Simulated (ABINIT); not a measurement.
## BaS (Fm-3m): G0W0 in ABINIT against the k mesh

How does the gap of BaS (Fm-3m) converge in the k mesh?

Main program and level: ABINIT 10.8.3; LDA and many-body steps on it, plane waves.

## Step 1: The starting structure

The structure is cubic, space group Fm-3m (No. 225). The conventional cell has a = 6.388 Å, b = 6.388 Å, c = 6.388 Å, α = 90.00°, β = 90.00°, γ = 90.00°. Nearest to Ba lie 6 S at 3.19 Å. Nearest to S lie 6 Ba at 3.19 Å. Farther neighbours and most contacts between anions are not listed.

The cell and positions come from the Crystallography Open Database and are kept as given unless a step says otherwise. Spin-orbit coupling is left out unless a step names it.

## Step 2: Empty states on the mesh, 4×4×4 mesh, 121 bands

This step: ABINIT 10.8.3; DFT, LDA, plane waves, norm-conserving pseudopotentials.

The sums over transitions need many empty states on a uniform mesh; this step solves for them.

File run.abi:

```
acell 3*1.0 Angstrom
rprim 
  0.000000000000 3.193750000000 3.193750000000
  3.193750000000 0.000000000000 3.193750000000
  3.193750000000 3.193750000000 0.000000000000
ntypat 2
znucl 56 16
natom 2
typat 1 2
xred 
  0.000000000000 0.000000000000 0.000000000000
  0.500000000000 0.500000000000 0.500000000000
pp_dirpath "pseudos"
pseudos "Ba.upf, S.upf"
ecut 21
ngkpt 4 4 4
nshiftk 1
shiftk 0 0 0
kptopt 1
chksymbreak 0
irdden 1
istwfk *1
nband 121
prtvol 0
optdriver 6
gwr_task "HDIAGO"
paral_kgb 0
occopt 1
indata_prefix "in"
outdata_prefix "out"
tmpdata_prefix "tmp"
```

Started as:

```console
OMP_NUM_THREADS=1 mpirun -n 4 abinit run.abi > log
```

Numbers of over 12 decimals in the logs are rounded to 6 here.

Output:

```text
.Version 10.8.3 of ABINIT. v10.8.2 released Aug 2026.

 Symmetries : space group Fm -3 m (#225); Bravais cF (face-center cubic)
[... echo of the input left out ...]
== DATASET  1 ==================================================================
-   mpi_nproc: 4, omp_nthreads: 1 (-1 if OMP is not activated)

--- !DatasetInfo
iteration_state: {dtset: 1, }
dimensions: {natom: 2, nkpt: 8, mband: 121, nsppol: 1, nspinor: 1, nspden: 1, mpw: 2085, }
cutoff_energies: {ecut:  21.0, pawecutdg:  -1.0, }
[...]
Indirect band gap semiconductor
 Fundamental gap:     1.948 (eV)
   VBM:     3.496 (eV) at k: [ 0.0000E+00,  0.0000E+00,  0.0000E+00]
   CBM:     5.444 (eV) at k: [ 5.0000E-01,  5.0000E-01,  0.0000E+00]
 Direct gap:         2.079 (eV) at k: [ 5.0000E-01,  5.0000E-01,  0.0000E+00]

== END DATASET(S) ==============================================================
================================================================================

 -outvars: echo values of variables after computation  --------
           etotal      0.0000000000E+00
            nband         121
             nkpt           8
          spgroup         225
 [... the other variables as echoed above ...]

 Calculation completed.
```

It took 14 s on 4 MPI ranks of Arm Neoverse V2, shared host; peak memory 1.1 GiB.

This step gave:

```
gap                                                           : 1.948 eV
k of the valence top                                          : 0, 0, 0
k of the conduction bottom                                    : 0.5, 0.5, 0
least direct gap                                              : 2.079 eV
k points computed                                             : 8
lowest point of the top converged band, above the valence top : 70.2807 eV
```

On this mesh the gap is 1.948 eV.

The density comes from a self-consistent run that is not shown.

## Step 3: Empty states on the mesh, 2×2×2 mesh, 38 bands

run.abi: that of step 2 with these lines changed.

```diff
@@ -15,3 +15,3 @@
 ecut 21
-ngkpt 4 4 4
+ngkpt 2 2 2
 nshiftk 1
@@ -20,10 +20,10 @@
 chksymbreak 0
+iscf -2
 irdden 1
 istwfk *1
-nband 121
+nband 38
+nbdbuf 4
+tolwfr 1e-09
+nstep 60
 prtvol 0
-optdriver 6
-gwr_task "HDIAGO"
-paral_kgb 0
-occopt 1
 indata_prefix "in"
```

Output:

```text
.Version 10.8.3 of ABINIT. v10.8.2 released Aug 2026.

 Symmetries : space group Fm -3 m (#225); Bravais cF (face-center cubic)
[... echo of the input left out ...]
== DATASET  1 ==================================================================
-   mpi_nproc: 4, omp_nthreads: 1 (-1 if OMP is not activated)
-    --> not optimal distribution: autoparal keyword recommended in input file <--

--- !DatasetInfo
iteration_state: {dtset: 1, }
dimensions: {natom: 2, nkpt: 3, mband: 38, nsppol: 1, nspinor: 1, nspden: 1, mpw: 2085, }
cutoff_energies: {ecut:  21.0, pawecutdg:  -1.0, }
[...]
0.67085    0.67085    0.73392    0.73392    0.73392    0.80778    0.80778    0.84745
   0.84745    0.84745    0.86338    0.86338    0.86338    0.92592    0.93166    0.93166
   1.04231    1.04231    1.04231    1.14706    1.17717    1.17717
 prteigrs : prtvol=0 or 1, do not print more k-points.

== END DATASET(S) ==============================================================
================================================================================

 -outvars: echo values of variables after computation  --------
            nband          38
             nkpt           3
          spgroup         225
 [... the other variables as echoed above ...]

 Calculation completed.
```

The job ended after 2.7 s (4 MPI ranks; peak memory 0.07 GiB).

Numbers from this step:

* gap: 1.948 eV
* k of the valence top: 0, 0, 0
* k of the conduction bottom: 0.5, 0.5, 0
* least direct gap: 2.079 eV
* k points computed: 3
* lowest point of the top converged band, above the valence top: 24.87 eV

On this mesh the gap is 1.948 eV.

## Step 4: Empty states on the mesh, 6×6×6 mesh, 38 bands

run.abi: that of step 3 with these lines changed.

```diff
@@ -15,3 +15,3 @@
 ecut 21
-ngkpt 2 2 2
+ngkpt 6 6 6
 nshiftk 1
```

Output:

```text
.Version 10.8.3 of ABINIT. v10.8.2 released Aug 2026.

 Symmetries : space group Fm -3 m (#225); Bravais cF (face-center cubic)
[... echo of the input left out ...]
== DATASET  1 ==================================================================
-   mpi_nproc: 4, omp_nthreads: 1 (-1 if OMP is not activated)

--- !DatasetInfo
iteration_state: {dtset: 1, }
dimensions: {natom: 2, nkpt: 16, mband: 38, nsppol: 1, nspinor: 1, nspden: 1, mpw: 2085, }
cutoff_energies: {ecut:  21.0, pawecutdg:  -1.0, }
[...]
0.67085    0.67085    0.73392    0.73392    0.73392    0.80778    0.80778    0.84745
   0.84745    0.84745    0.86338    0.86338    0.86338    0.92592    0.93166    0.93166
   1.04231    1.04231    1.04231    1.14706    1.17717    1.17717
 prteigrs : prtvol=0 or 1, do not print more k-points.

== END DATASET(S) ==============================================================
================================================================================

 -outvars: echo values of variables after computation  --------
            nband          38
             nkpt          16
          spgroup         225
 [... the other variables as echoed above ...]

 Calculation completed.
```

Wall time 5.9 s (4 MPI ranks); peak memory 0.26 GiB; 23 s of CPU time.

Numbers from this step:

| Quantity | Value |
| --- | --- |
| gap | 1.948 eV |
| k of the valence top | 0, 0, 0 |
| k of the conduction bottom | 0.5, 0.5, 0 |
| least direct gap | 2.079 eV |
| k points computed | 16 |
| lowest point of the top converged band, above the valence top | 24.47 eV |

On this mesh the gap is 1.948 eV.

## Step 5: Screening, 2×2×2 mesh, 34 bands, screening to 106.1 eV

The RPA dielectric matrix is built and inverted for each q.

This step: RPA screening on LDA, plane waves, norm-conserving pseudopotentials.

run.abi: that of step 4 with these lines changed.

```diff
@@ -15,3 +15,3 @@
 ecut 21
-ngkpt 6 6 6
+ngkpt 2 2 2
 nshiftk 1
@@ -20,10 +20,11 @@
 chksymbreak 0
-iscf -2
-irdden 1
 istwfk *1
-nband 38
-nbdbuf 4
-tolwfr 1e-09
-nstep 60
-prtvol 0
+occopt 1
+irdwfk 1
+optdriver 3
+nband 34
+ecuteps 3.9
+inclvkb 2
+awtr 1
+symchi 1
 indata_prefix "in"
```

Output:

```text
.Version 10.8.3 of ABINIT. v10.8.2 released Aug 2026.

 Symmetries : space group Fm -3 m (#225); Bravais cF (face-center cubic)
[... echo of the input left out ...]
== DATASET  1 ==================================================================
-   mpi_nproc: 4, omp_nthreads: 1 (-1 if OMP is not activated)

--- !DatasetInfo
iteration_state: {dtset: 1, }
dimensions: {natom: 2, nkpt: 3, mband: 34, nsppol: 1, nspinor: 1, nspden: 1, mpw: 2085, }
cutoff_energies: {ecut:  21.0, pawecutdg:  -1.0, }
electrons: {nelect:   1.60000000E+01, charge:   0.00000000E+00, occopt:   1.00000000E+00, tsmear:   1.00000000E-02, }

 SCREENING: Calculation of the susceptibility and dielectric matrices

 Based on a program developped by R.W. Godby, V. Olevano, G. Onida, and L. Reining.
 Incorporated in ABINIT by V. Olevano, G.-M. Rignanese, and M. Torrent.
.Using double precision arithmetic ; gwpc =  8

[... cell and pseudopotentials left out ...]
--------------------------------------------------------------------------------

 ==== K-mesh for the wavefunctions ====
 Number of points in the irreducible wedge :     3
[... list of points left out ...]
 Together with 48 symmetry operations and time-reversal symmetry
 yields     8 points in the full Brillouin Zone.

 ==== Q-mesh for the screening function ====
 Number of points in the irreducible wedge :     3
[... list of points left out ...]
 Together with 48 symmetry operations and time-reversal symmetry
 yields     8 points in the full Brillouin Zone.

 setmesh: FFT mesh size selected  =    25x   25x   25
          total number of points  =        15625

 vcoul_init : cutoff-mode = AUXILIARY_FUNCTION
 q-points for optical limit:   1
     1)      0.000010    0.000020    0.000030

- screening: taking advantage of time-reversal symmetry
- Maximum band index for partially occupied states nbvw = 8
- Remaining bands to be divided among processors   nbcw = 26
- Number of bands treated by each node ~6

 Number of electrons calculated from density =   16.0000; Expected =   16.0000
 average of density, n =  0.036391
 r_s =    1.8720
 omega_plasma =   18.4014 [eV]

 calculating chi0 at frequencies [eV] :
  1    0.000000E+00    0.000000E+00
  2    0.000000E+00    1.840140E+01

--------------------------------------------------------------------------------
  q-point number  1        q = ( 0.000000, 0.000000, 0.000000) [r.l.u.]
--------------------------------------------------------------------------------
[... chi0 elements left out ...]
 For q-point:  0.000010 0.000020 0.000030
  dielectric constant =   8.8907
  dielectric constant without local fields =  10.4886

  Average fulfillment of the sum rule on Im[epsilon] for q-point    1 :     51.89  [%]
[... wings left out ...]
  q-point number  2        q = ( 0.500000, 0.000000, 0.000000) [r.l.u.]
--------------------------------------------------------------------------------
[... chi0 elements left out ...]
  Average fulfillment of the sum rule on Im[epsilon] for q-point    2 :     69.51  [%]

 [... 1 further q-points ...]
```

Elapsed: 2 s, on 4 MPI ranks; peak memory 0.09 GiB.

This step gave:

| Item | Value |
| --- | --- |
| ε∞ with local fields, on this mesh, along the program's q direction | 8.891 |
| the same without local fields | 10.49 |
| plasma frequency | 18.40 eV |
| plane waves in the screening matrix | 169 |

Local fields lower ε∞ by 15 %. On a Γ-centred mesh this coarse the value itself is usually too large, while a short band sum pulls it down.

## Step 6: 2×2×2

This step: G0W0 on LDA, plane waves, norm-conserving pseudopotentials.

run.abi: that of step 5 with these lines changed.

```diff
@@ -23,8 +23,17 @@
 irdwfk 1
-optdriver 3
+optdriver 4
 nband 34
+gwcalctyp 0
+ecutsigx 21
+symsigma 1
+nkptgw 2
+kptgw 
+  0.0000000000 0.0000000000 0.0000000000
+  0.5000000000 0.5000000000 0.0000000000
+bdgw 
+  6 12
+  7 10
 ecuteps 3.9
-inclvkb 2
-awtr 1
-symchi 1
+irdscr 1
+ppmodel 1
 indata_prefix "in"
```

Output:

```text
.Version 10.8.3 of ABINIT. v10.8.2 released Aug 2026.

 Symmetries : space group Fm -3 m (#225); Bravais cF (face-center cubic)
[... echo of the input left out ...]
== DATASET  1 ==================================================================
-   mpi_nproc: 4, omp_nthreads: 1 (-1 if OMP is not activated)

--- !DatasetInfo
iteration_state: {dtset: 1, }
dimensions: {natom: 2, nkpt: 3, mband: 34, nsppol: 1, nspinor: 1, nspden: 1, mpw: 2085, }
cutoff_energies: {ecut:  21.0, pawecutdg:  -1.0, }
electrons: {nelect:   1.60000000E+01, charge:   0.00000000E+00, occopt:   1.00000000E+00, tsmear:   1.00000000E-02, }

 SIGMA: Calculation of the GW corrections

 Based on a program developped by R.W. Godby, V. Olevano, G. Onida, and L. Reining.
 Incorporated in ABINIT by V. Olevano, G.-M. Rignanese, and M. Torrent.
.Using double precision arithmetic ; gwpc =  8

[... cell and pseudopotentials left out ...]
--------------------------------------------------------------------------------

 ==== K-mesh for the wavefunctions ====
 Number of points in the irreducible wedge :     3
[... list of points left out ...]
 Together with 48 symmetry operations and time-reversal symmetry
 yields     8 points in the full Brillouin Zone.

 ==== Q-mesh for screening function ====
 Number of points in the irreducible wedge :     3
[... list of points left out ...]
 Together with 48 symmetry operations and time-reversal symmetry
 yields     8 points in the full Brillouin Zone.

 vcoul_init : cutoff-mode = AUXILIARY_FUNCTION
 q-points for optical limit:   1
     1)      0.000010    0.000020    0.000030
 setmesh: FFT mesh size selected  =    36x   36x   36
          total number of points  =        46656

 Number of electrons calculated from density =   16.0000; Expected =   16.0000
 average of density, n =  0.036391
 r_s =    1.8720
 omega_plasma =   18.4014 [eV]

 === KS Band Gaps ===
  >>>> For spin  1
   Minimum direct gap =   2.0788 [eV], located at k-point      :   0.5000  0.5000  0.0000
   Fundamental gap    =   1.9480 [eV], Top of valence bands at :   0.0000  0.0000  0.0000
                                       Bottom of conduction at :   0.5000  0.5000  0.0000
 SIGMA fundamental parameters:
 PLASMON POLE MODEL  1
 number of plane-waves for SigmaX                 2085
 number of plane-waves for SigmaC and W            169
 number of plane-waves for wavefunctions          2085
 number of bands                                    34
 number of independent spin polarizations            1
 number of spinorial components                      1
 number of k-points in IBZ                           3
 number of q-points in IBZ                           3
 number of symmetry operations                      48
 number of k-points in BZ                            8
 number of q-points in BZ                            8
 number of frequencies for dSigma/dE                 9
 frequency step for dSigma/dE [eV]                0.25
 number of omega for Sigma on real axis              0
 max omega for Sigma on real axis  [eV]           0.00
 zcut for avoiding poles [eV]                     0.10

 EPSILON^-1 parameters (SCR file):
 dimension of the eps^-1 matrix on file            169
 dimension of the eps^-1 matrix used               169
 number of plane-waves for wavefunctions          2085
 number of bands                                    34
 number of q-points in IBZ                           3
 number of frequencies                               2
 number of real frequencies                          1
 number of imag frequencies                          1

 matrix elements of self-energy operator (all in [eV])

 Perturbative Calculation

--- !SelfEnergy_ee
iteration_state: {dtset: 1, }
kpoint     : [   0.000,    0.000,    0.000, ]
spin       : 1
KS_gap     :    3.322
QP_gap     :    4.463
Delta_QP_KS:    1.141
data: !SigmaeeData |
     Band     E0 <VxcDFT>   SigX SigC(E0)      Z dSigC/dE  Sig(E)    E-E0       E
        6   3.496 -12.571 -15.506   2.835   0.775  -0.290 -12.648  -0.077   3.419
        7   3.496 -12.571 -15.506   2.835   0.775  -0.290 -12.648  -0.077   3.419
        8   3.496 -12.571 -15.506   2.835   0.775  -0.290 -12.648  -0.077   3.419
        9   6.819  -8.377  -3.687  -3.395   0.821  -0.218  -7.314   1.064   7.882
       10   7.243  -9.148  -4.272  -3.245   0.823  -0.216  -7.807   1.341   8.585
       11   7.243  -9.148  -4.272  -3.245   0.823  -0.216  -7.807   1.341   8.585
       12   7.243  -9.148  -4.272  -3.245   0.823  -0.216  -7.807   1.341   8.585

--- !SelfEnergy_ee
iteration_state: {dtset: 1, }
kpoint     : [   0.500,    0.500,    0.000, ]
spin       : 1
KS_gap     :    2.079
QP_gap     :    3.243
Delta_QP_KS:    1.164
data: !SigmaeeData |
     Band     E0 <VxcDFT>   SigX SigC(E0)      Z dSigC/dE  Sig(E)    E-E0       E
        7   3.366 -12.500 -15.401   2.793   0.776  -0.288 -12.584  -0.084   3.282
        8   3.366 -12.500 -15.401   2.793   0.776  -0.288 -12.584  -0.084   3.282
        9   5.444  -8.244  -3.823  -3.112   0.825  -0.212  -7.164   1.080   6.524
       10   9.358 -10.010  -4.736  -3.449   0.819  -0.221  -8.515   1.495  10.853

== END DATASET(S) ==============================================================
================================================================================

 -outvars: echo values of variables after computation  --------
           etotal      0.0000000000E+00
            nband          34
             nkpt           3
          spgroup         225
 [... the other variables as echoed above ...]

 Calculation completed.
```

Elapsed: 2.3 s, on 4 MPI ranks; peak memory 0.11 GiB; 9 s of CPU time.

This step gave:

* G0W0 gap on the points computed: 3.105 eV
* starting gap on the mesh: 1.948 eV
* k of the valence top: 0, 0, 0
* k of the conduction bottom: 0.5, 0.5, 0
* Z at the valence top: 0.775
* Z at the conduction bottom: 0.825
* least direct G0W0 gap on the computed points: 3.242 eV

## Step 7: Screening, 4×4×4 mesh, 34 bands, screening to 106.1 eV

This step: RPA screening on LDA, plane waves, norm-conserving pseudopotentials.

run.abi: that of step 6 with these lines changed.

```diff
@@ -15,3 +15,3 @@
 ecut 21
-ngkpt 2 2 2
+ngkpt 4 4 4
 nshiftk 1
@@ -23,17 +23,8 @@
 irdwfk 1
-optdriver 4
+optdriver 3
 nband 34
-gwcalctyp 0
-ecutsigx 21
-symsigma 1
-nkptgw 2
-kptgw 
-  0.0000000000 0.0000000000 0.0000000000
-  0.5000000000 0.5000000000 0.0000000000
-bdgw 
-  6 12
-  7 10
 ecuteps 3.9
-irdscr 1
-ppmodel 1
+inclvkb 2
+awtr 1
+symchi 1
 indata_prefix "in"
```

Output:

```text
.Version 10.8.3 of ABINIT. v10.8.2 released Aug 2026.

 Symmetries : space group Fm -3 m (#225); Bravais cF (face-center cubic)
[... echo of the input left out ...]
== DATASET  1 ==================================================================
-   mpi_nproc: 4, omp_nthreads: 1 (-1 if OMP is not activated)

--- !DatasetInfo
iteration_state: {dtset: 1, }
dimensions: {natom: 2, nkpt: 8, mband: 34, nsppol: 1, nspinor: 1, nspden: 1, mpw: 2085, }
cutoff_energies: {ecut:  21.0, pawecutdg:  -1.0, }
electrons: {nelect:   1.60000000E+01, charge:   0.00000000E+00, occopt:   1.00000000E+00, tsmear:   1.00000000E-02, }

 SCREENING: Calculation of the susceptibility and dielectric matrices

 Based on a program developped by R.W. Godby, V. Olevano, G. Onida, and L. Reining.
 Incorporated in ABINIT by V. Olevano, G.-M. Rignanese, and M. Torrent.
.Using double precision arithmetic ; gwpc =  8

[... cell and pseudopotentials left out ...]
--------------------------------------------------------------------------------

 ==== K-mesh for the wavefunctions ====
 Number of points in the irreducible wedge :     8
[... list of points left out ...]
 Together with 48 symmetry operations and time-reversal symmetry
 yields    64 points in the full Brillouin Zone.

 ==== Q-mesh for the screening function ====
 Number of points in the irreducible wedge :     8
[... list of points left out ...]
 Together with 48 symmetry operations and time-reversal symmetry
 yields    64 points in the full Brillouin Zone.

 setmesh: FFT mesh size selected  =    25x   25x   25
          total number of points  =        15625

 vcoul_init : cutoff-mode = AUXILIARY_FUNCTION
 q-points for optical limit:   1
     1)      0.000010    0.000020    0.000030

- screening: taking advantage of time-reversal symmetry
- Maximum band index for partially occupied states nbvw = 8
- Remaining bands to be divided among processors   nbcw = 26
- Number of bands treated by each node ~6

 Number of electrons calculated from density =   16.0000; Expected =   16.0000
 average of density, n =  0.036391
 r_s =    1.8720
 omega_plasma =   18.4014 [eV]

 calculating chi0 at frequencies [eV] :
  1    0.000000E+00    0.000000E+00
  2    0.000000E+00    1.840140E+01

--------------------------------------------------------------------------------
  q-point number  1        q = ( 0.000000, 0.000000, 0.000000) [r.l.u.]
--------------------------------------------------------------------------------
[... chi0 elements left out ...]
 For q-point:  0.000010 0.000020 0.000030
  dielectric constant =   5.1187
  dielectric constant without local fields =   6.0170

  Average fulfillment of the sum rule on Im[epsilon] for q-point    1 :     52.22  [%]
[... wings left out ...]
  q-point number  2        q = ( 0.250000, 0.000000, 0.000000) [r.l.u.]
--------------------------------------------------------------------------------
[... chi0 elements left out ...]
  Average fulfillment of the sum rule on Im[epsilon] for q-point    2 :     80.40  [%]

 [... 6 further q-points ...]
```

The job ended after 4 s (4 MPI ranks; peak memory 0.42 GiB; 16 s of CPU time).

This step gave:

```
ε∞ with local fields, on this mesh, along the program's q direction : 5.119
the same without local fields                                       : 6.017
plasma frequency                                                    : 18.40 eV
plane waves in the screening matrix                                 : 169
```

(Part 1 of 2 ends here.)

[Paths, hosts, dates, memory and timing lines, banners, echoed tables and standing remarks are left out of the program output.]

[Logs are printed without paths, hosts, clocks, repeated set-up lines and the standing remarks that a program may print on its own settings, such as how far it seeks lower states.]

[Runs of the session that timed out or met a known fault of the program may be left out.]

[Hosts, paths, dates, database ids (printed as entryN), source tags and the programs' standing remarks are cut or masked in the printed files.]

[G0W0 gaps are taken among the corrected bands and points alone; a level outside them can change the order at an edge.]

[Where Ansatz stands beside ABINIT at settings called matched, ABINIT's density can come from a denser mesh and the files from another edition; pairs whose starting gaps differed by over 0.03 eV were left out, so agreement reads better than it is.]
